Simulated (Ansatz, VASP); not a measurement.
# Two plane-wave programs on Ru

```
CELL_PARAMETERS angstrom
-0.13336 1.81459 1.81459
1.81459 -0.13336 1.81459
1.81459 1.81459 -0.13336
ATOMIC_POSITIONS crystal
Ru 0.00000 0.00000 0.00000
```

Change from the starting cell: equal engineering shear yz, xz and xy -0.0700, equal normal strain along x, y and z -0.0125.

Alike in both runs: task single point; functional PBE; k mesh 20 × 20 × 20; occupations gaussian, width 0.15 eV; no spin polarisation.

```csv
,VASP,Ansatz
version,VASP 6.6.1,Ansatz 0.2.0
potentials or method,"VASP PAW PBE potentials, release 64 (Ru_pv)","scalar-relativistic, plane waves, PAW"
plane-wave cutoff (eV),520,420
valence electrons in the cell,14,16
```

|  | VASP | Ansatz | Ansatz less VASP |
| --- | --- | --- | --- |
| gap on the k mesh at the Fermi level (eV) | none | none | - |
| pressure (GPa) | 19.1 | 19.2 | +0.08 |
| largest component of the traceless stress (GPa) | 19.36 | 19.36 | +0.003 |

A gap of «none» marks a metal or a gap that the smearing closes. The functional is the same, so the differences come from potentials, cutoffs and numerics. The two sets of potentials don't hold the same shells in valence.

Caveats: so large a pressure means that the cell lies far from this level's equilibrium, or that cutoff or potentials fall short (VASP).
